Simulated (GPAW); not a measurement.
A run of GPAW 26.7.0 is set up as follows.

The input run.py:

```python
from ase.filters import FrechetCellFilter
from ase.io import read, write
from ase.optimize import LBFGS
from gpaw import GPAW, PW

atoms = read('ZnS.cif')

calc = GPAW(mode=PW(600),
            xc='MGGA_X_TASK+LDA_C_PW',
            kpts={'size': (6, 6, 3), 'gamma': True},
            occupations={'name': 'fermi-dirac', 'width': 0.05},
            nbands=31,
            convergence={'density': 1e-06, 'energy': 1e-06, 'eigenstates': 1e-10},
            maxiter=150,
            txt='gpaw.txt')
atoms.calc = calc
opt = LBFGS(FrechetCellFilter(atoms), trajectory='relax.traj', logfile='-')
done = opt.run(fmax=0.02, steps=40)
calc.write('gs.gpw')
write('result.traj', atoms)
print('Converged:', done)
print('Cell:', atoms.cell.cellpar().round(4))
print('Volume:', round(atoms.get_volume(), 4))
print(atoms.get_scaled_positions().round(5))
```

ZnS.cif

```cif
data_ZnS
_cell_length_a 3.81100000
_cell_length_b 3.81100000
_cell_length_c 6.23400000
_cell_angle_alpha 90.00000000
_cell_angle_beta 90.00000000
_cell_angle_gamma 120.00000000
_space_group_name_H-M_alt 'P6_3mc'
_space_group_name_Hall 'P 6c -2c'
_space_group_IT_number 186
loop_
_space_group_symop_operation_xyz
'x,y,z'
'x-y,x,z+1/2'
'-y,x-y,z'
'-x,-y,z+1/2'
'-x+y,-x,z'
'y,-x+y,z+1/2'
'y,x,z+1/2'
'x,x-y,z'
'x-y,-y,z+1/2'
'-y,-x,z'
'-x,-x+y,z+1/2'
'-x+y,y,z'
loop_
_atom_site_label
_atom_site_type_symbol
_atom_site_symmetry_multiplicity
_atom_site_Wyckoff_symbol
_atom_site_fract_x
_atom_site_fract_y
_atom_site_fract_z
_atom_site_occupancy
Zn1 Zn 2 b 0.6666666667 0.3333333333 0.5000000000 1
S1 S 2 b 0.6666666667 0.3333333333 0.8850000000 1
```

Potentials or basis: GPAW PAW data sets (gpaw-data 1.2.1), pw.

Launch:

```sh
$ OMP_NUM_THREADS=1 python run.py
```

Task: Estimate the relaxed volume.

Result: 21.17 Å³/atom.

Task: What does it give for the space group after relaxing (to 0.05 Å)?

Result: P6_3mc (No. 186).

Task: Estimate the relaxed cell.

Result: a = 3.913 Å, b = 3.913 Å, c = 6.387 Å, α = 90.00°, β = 90.00°, γ = 120.00°.

Task: What does it give for the band gap on the k mesh?

Result: 3.58 eV, direct.

Forces in eV/Å, atoms in the order of the input:
```
Zn   0.000  0.000  0.006
Zn   0.000  0.000  0.006
S    0.000  0.000 -0.006
S    0.000  0.000 -0.006
```

Caveat: later steps reuse the first step's grids; the PAW data sets were made with another functional, which shifts forces and pressure a little. Zero-point motion and thermal expansion aren't in these numbers.
